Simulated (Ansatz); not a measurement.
Input and output of a relaxation of cell and atoms on SnGe2 as one 6-atom ordering (P-3m1) on the diamond lattice (Ansatz 0.2.0, r2SCAN). It starts from the PBE minimum.

The input:
```yaml
crystal:
  lattice:
    - [4.2982237541, 0.0, 0.0]
    - [-2.1491118771, 3.7223709622, 0.0]
    - [0.0, 0.0, 10.5369233705]
  atoms:
    - { symbol: Ge, position: [0.0, 0.0, 0.882054525] }
    - { symbol: Ge, position: [0.6666666667, 0.3333333333, 0.5350820869] }
    - { symbol: Sn, position: [0.3333333333, 0.6666666667, 0.208691213] }
    - { symbol: Sn, position: [0.6666666667, 0.3333333333, 0.791308787] }
    - { symbol: Ge, position: [0.3333333333, 0.6666666667, 0.4649179131] }
    - { symbol: Ge, position: [0.0, 0.0, 0.117945475] }
kpoints:
  mp_grid: { grid: [6, 6, 2] }
hamiltonian:
  xc: r2scan
scf:
  occupations: { method: fermi_dirac, width: 0.02 }
relax:
  f_tol: 0.005
  cell: {}
```

Run as `ansatz run input.yaml --threads 4 --pin off --max-ram 6451MiB --backend cpu --events-out ev --progress --plain --runs-dir out`. It took 17 s on 4 threads of Intel(R) Xeon(R) Platinum 8488C (Sapphire Rapids), on a shared host; peak host memory 0.99 GiB.

The output, standing remarks left out:
```
Functional definition: r2SCAN
Crystal: 6 atoms, lattice volume = 168.586 Å³
Basis set: ecut = 500 eV, 4269 PW (Γ)
Bands: 51, of which v1, the nominal top of the filled ones, is band 42 counted from 1 (41 counted from 0)
Symmetry: 12 space group operations
Space group: P-3m1 (ITA 164)
k-points: 14 of 72
preconditioner: auto → LDOS  [metal: Δε(μ)=0.052 eV  σ=0.020 eV  ℏωp=26.2 eV  β→1.0]
relax step 1: F+E_penalty+E_count = -29288.46996263 eV  max|allowed force component| = 9.230e-2 eV/Å  Δτ_max = 0.0000 Å  P = -2.322 GPa  Ω = 168.586 Å³
relax step 2: F+E_penalty+E_count = -29288.50043848 eV  max|allowed force component| = 3.143e-1 eV/Å  Δτ_max = 0.0252 Å  P = +1.419 GPa  Ω = 157.952 Å³
relax step 3: F+E_penalty+E_count = -29288.52543225 eV  max|allowed force component| = 1.472e-1 eV/Å  Δτ_max = 0.0344 Å  P = +0.038 GPa  Ω = 161.136 Å³
relax step 4: F+E_penalty+E_count = -29288.52748837 eV  max|allowed force component| = 2.206e-2 eV/Å  Δτ_max = 0.0149 Å  P = -0.070 GPa  Ω = 161.571 Å³
relax step 5: F+E_penalty+E_count = -29288.52752129 eV  max|allowed force component| = 1.845e-2 eV/Å  Δτ_max = 0.0052 Å  P = +0.021 GPa  Ω = 161.289 Å³  (rejected)
relax step 6: F+E_penalty+E_count = -29288.52764047 eV  max|allowed force component| = 3.152e-3 eV/Å  Δτ_max = 0.0026 Å  P = -0.011 GPa  Ω = 161.389 Å³
relax step 7: F+E_penalty+E_count = -29288.52642009 eV  max|allowed force component| = 3.126e-3 eV/Å  Δτ_max = 0.0000 Å  P = -0.017 GPa  Ω = 161.389 Å³  (SCF on a basis re-selected at this cell)
SCF converged after 6 iterations
Free energy (F): -29288.526420 eV
Internal energy: -29288.526123 eV  (E = F + TS)
E sigma→0 (E₀):  -29288.526271 eV
Entropy (-TS):   -0.000297 eV (-0.050 meV/atom)
Fermi energy:    7.959312 eV
--- Forces (eV/Å), atoms counted from 1 ---
  atom   1  Ge      0.00000      0.00000    -0.00058
  atom   2  Ge      0.00000      0.00000    -0.00123
  atom   3  Sn      0.00000      0.00000      0.00313
  atom   4  Sn      0.00000      0.00000    -0.00313
  atom   5  Ge      0.00000      0.00000      0.00123
  atom   6  Ge      0.00000      0.00000      0.00058
--- Stress (GPa, compression-positive) ---
       -0.019933       0.000000       0.000000
        0.000000      -0.019933       0.000000
        0.000000       0.000000      -0.010947
  P = ⅓ Tr σ = -0.0169 GPa (-0.169 kbar)
--- Relaxed structure (6 steps of the walk, 5 accepted, 1 SCFs on fresh bases) ---
  F+E_penalty+E_count = -29288.52642009 eV   max|allowed force component| = 3.126e-3 eV/Å
  cell:  # Å, volume = 161.3891 Å³
    - [4.241697, 0.000000, 0.000000]
    - [-2.120849, 3.673418, 0.000000]
    - [0.000000, 0.000000, 10.357721]
  atoms:
    - { symbol: Ge, position: [0.000000, 0.000000, 0.881859] }
    - { symbol: Ge, position: [0.666667, 0.333333, 0.535517] }
    - { symbol: Sn, position: [0.333333, 0.666667, 0.208019] }
    - { symbol: Sn, position: [0.666667, 0.333333, 0.791981] }
    - { symbol: Ge, position: [0.333333, 0.666667, 0.464483] }
    - { symbol: Ge, position: [0.000000, 0.000000, 0.118141] }
```

The walk took 6 steps, besides SCFs solved again on a fresh basis, and changed the volume by -4.3 %. The last SCF, on a fresh basis, lies 9.4 meV an atom below the first. Final cell: the symmetry is P-3m1 (No. 164, trigonal); conventional cell a = 4.242 Å, c = 10.358 Å, 26.90 Å³ an atom. Ge is surrounded by 1 Ge at 2.45 Å and 3 Sn at 2.62 Å; Ge is surrounded by 3 Ge at 2.56 Å and 1 Sn at 2.66 Å; Sn is surrounded by 4 Ge at 2.62–2.66 Å.

The cell comes from a prototype generator: it can be a known phase or a hypothetical one. Spin polarisation is off.
